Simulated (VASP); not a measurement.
# P (Im-3m) in VASP: notebook, part 2 of 2

VASP 6.6.1. The steps go on from the part before.

### 3 Single point, PBE+D3(BJ)

This run uses another cell than the first one, of 13.46 Å³/atom, 0.804 times its volume.

Contents of INCAR:

```
SYSTEM = P
  PREC = Accurate
  ENCUT = 520
  EDIFF = 1E-7
  ISMEAR = 0
  SIGMA = 0.05
  LREAL = .False.
  LASPH = .True.
  NELM = 100
  ALGO = Fast
  ISIF = 2
  LWAVE = .False.
  LCHARG = .True.
  GGA = PE
  IVDW = 12
  LELF = .True.
  LVHAR = .True.
  NBANDS = 8
```

Contents of KPOINTS:

```
Automatic mesh
0
Gamma
  8 8 8
  0 0 0
```

Contents of POSCAR:

```
P
1.0
   -1.4984438918      1.4984438918      1.4984438918
    1.4984438918     -1.4984438918      1.4984438918
    1.4984438918      1.4984438918     -1.4984438918
P
1
Direct
    0.0000000000      0.0000000000      0.0000000000
```

Potentials or basis: VASP PAW PBE potentials, release 64 (P).

On the command line:

```bash
cat potpaw_PBE.64/P/POTCAR > POTCAR
mpirun -np 1 vasp_std > vasp.out
```

OUTCAR:

```text
SYSTEM = P
   PREC = Accurate
   ENCUT = 520
   EDIFF = 1E-7
   ISMEAR = 0
   LREAL = .False.
   LASPH = .True.
   NELM = 100
   ISIF = 2
   GGA = PE
   IVDW = 12
 IVDW          = 12

 ion  position               nearest neighbor table
   1  0.000  0.000  0.000-

  LATTYP: Found a body centered cubic cell.
 ALAT       =     2.9968877836

  Lattice vectors:

 A1 = (  -1.4984438918,   1.4984438918,   1.4984438918)
 A2 = (   1.4984438918,  -1.4984438918,   1.4984438918)
 A3 = (   1.4984438918,   1.4984438918,  -1.4984438918)

Analysis of symmetry for initial positions (statically):
=====================================================================
 Subroutine PRICEL returns:
 Original cell was already a primitive cell.

 Routine SETGRP: Setting up the symmetry group for a
 body centered cubic supercell.

 Subroutine GETGRP returns: Found 48 space group operations
 (whereof 48 operations were pure point group operations)
 out of a pool of 48 trial point group operations.

The static configuration has the point symmetry O_h .

Analysis of symmetry for dynamics (positions and initial velocities):
=====================================================================
 Subroutine PRICEL returns:
 Original cell was already a primitive cell.

 Routine SETGRP: Setting up the symmetry group for a
 body centered cubic supercell.

 Subroutine GETGRP returns: Found 48 space group operations
 (whereof 48 operations were pure point group operations)
 out of a pool of 48 trial point group operations.

The dynamic configuration has the point symmetry O_h .

 Subroutine INISYM returns: Found 48 space group operations
 (whereof 48 operations are pure point group operations),
 and found     1 'primitive' translations

----------------------------------------------------------------------------------------

                                     Primitive cell
[... 111 lines left out ...]
  Fermi-wavevector in a.u.,A,eV,Ry     =   1.176895  2.224009 18.845179  1.385082
  Thomas-Fermi vector in A             =   2.313251
   LORBIT       =      0    0 simple, 1 ext, 2 COOP (PROOUT), +10 PAW based schemes
   GGA     = PE    functional components
   LHFCALC =     F    Hartree Fock is set to
   AEXX    =    0.0000 exact exchange contribution
   IVDW    =    12    specifies the selected vdW correction
   LEPSILON=     F    determine dielectric tensor
   LRPA    =     F    only Hartree local field effects (RPA)
 non-spin polarized calculation
 RMM-DIIS sequential band-by-band and
 Gauss-broadening in eV      SIGMA  =   0.05
  energy-cutoff  :      520.00
  volume of cell :       13.46
 maximum number of plane-waves:       372
   NGX =  9   NGY =  9   NGZ =  9

 number of electron       4.9999999 magnetization

 Free energy of the ion-electron system (eV)
  ---------------------------------------------------
  ext. energy  EPLUGINS =         0.00000000
  ---------------------------------------------------
  free energy    TOTEN  =        -4.64848222 eV

  energy without entropy =       -4.64773680  energy(sigma->0) =       -4.64810951

 E-fermi :  11.0281     XC(G=0): -11.8212

 val. band max:       10.9458580825   @ k =   0.3750   0.1250   0.1250
 cond. band min:      11.0679159661   @ k =  -0.2500   0.2500   0.1250
 fundamental gap:      0.1220578835
 Fermi energy:        11.0280928548

 k-point     1 :       0.0000    0.0000    0.0000
  band No.  band energies     occupation
      1      -6.2207      2.00000
      2      18.5620      0.00000
      3      18.5620      0.00000
      4      18.5620      0.00000
      5      22.9672      0.00000
      6      22.9672      0.00000
      7      22.9672      0.00000
      8      27.0779      0.00000
[... 243 lines left out ...]
 k-point    24 :      -0.3750    0.3750    0.2500
  band No.  band energies     occupation
      1       0.0179      2.00000
      2       7.5731      2.00000
      3      10.2664      2.00000
      4      12.3109      0.00000
      5      16.7245      0.00000
      6      23.0412      0.00000
      7      25.8149      0.00000
      8      28.3298      0.00000

 [... further k-points ...]

------------------------ aborting loop because EDIFF is reached ----------------------------------------

 Edisp (eV)   -0.51872

 E8    (eV) :    -0.1937

  FORCE on cell =-STRESS in cart. coord.  units (eV):
  Direction    XX          YY          ZZ          XY          YZ          ZX
  --------------------------------------------------------------------------------------
  -------------------------------------------------------------------------------------
  Total      -0.01719    -0.01719    -0.01719     0.00000    -0.00000     0.00000
  in kB      -2.04627    -2.04627    -2.04627     0.00000    -0.00000     0.00000
  external pressure =       -2.05 kB  Pullay stress =        0.00 kB

 VOLUME and BASIS-vectors are now :
 -----------------------------------------------------------------------------
  energy-cutoff  :      520.00
  volume of cell :       13.46
      direct lattice vectors                 reciprocal lattice vectors
    -1.498443892  1.498443892  1.498443892     0.000000000  0.333679494  0.333679494
     1.498443892 -1.498443892  1.498443892     0.333679494  0.000000000  0.333679494
     1.498443892  1.498443892 -1.498443892     0.333679494  0.333679494  0.000000000

 POSITION                                       TOTAL-FORCE (eV/Angst)
 -----------------------------------------------------------------------------------
      0.00000      0.00000      0.00000        -0.000000      0.000000      0.000000
 -----------------------------------------------------------------------------------
    total drift:                                0.000000      0.000000     -0.000000

  FREE ENERGIE OF THE ION-ELECTRON SYSTEM (eV)
  ---------------------------------------------------
  free  energy   TOTEN  =        -5.1672050981 eV

  energy  without entropy=       -5.1664596831  energy(sigma->0) =       -5.16683239
```

OSZICAR:

```text
N       E                     dE             d eps       ncg     rms          rms(c)
DAV:   1     0.174470034524E+00    0.17447E+00   -0.22011E+03   488   0.471E+02
DAV:   2    -0.461965946516E+01   -0.47941E+01   -0.45735E+01   704   0.480E+01
DAV:   3    -0.465308958227E+01   -0.33430E-01   -0.33430E-01   528   0.428E+00
DAV:   4    -0.465312052751E+01   -0.30945E-04   -0.30946E-04   760   0.142E-01
DAV:   5    -0.465312052952E+01   -0.20055E-08   -0.12213E-08   512   0.785E-04    0.451E+00
RMM:   6    -0.464967524864E+01    0.34453E-02   -0.22648E-03   464   0.298E-01    0.264E+00
RMM:   7    -0.464845823191E+01    0.12170E-02   -0.48758E-03   483   0.448E-01    0.881E-02
RMM:   8    -0.464848108945E+01   -0.22858E-04   -0.21367E-04   489   0.134E-01    0.191E-02
RMM:   9    -0.464848269898E+01   -0.16095E-05   -0.18351E-05   516   0.399E-02    0.208E-02
RMM:  10    -0.464848273044E+01   -0.31456E-07   -0.16655E-06   529   0.115E-02    0.202E-02
RMM:  11    -0.464848223802E+01    0.49242E-06   -0.78961E-07   527   0.619E-03    0.142E-03
RMM:  12    -0.464848221819E+01    0.19831E-07   -0.67510E-08   392   0.232E-03
   1 F= -.51672051E+01 E0= -.51668324E+01  d E =-.745415E-03
```

Wall time 2.9 s (1 thread of Intel Xeon Platinum 8488C (Sapphire Rapids), shared host); peak memory 0.12 GiB.

What came out:

- Free energy: -5.1672 eV
- Pressure: -0.2 GPa
- Band gap on the k mesh: none (metal or under the smearing width)
- Dispersion energy per atom: -0.519 eV

Caveat: the k mesh is coarse (spacing up to 0.37 Å⁻¹), so the values aren't converged; pairwise dispersion overbinds metals, which lowers pressure and volume.
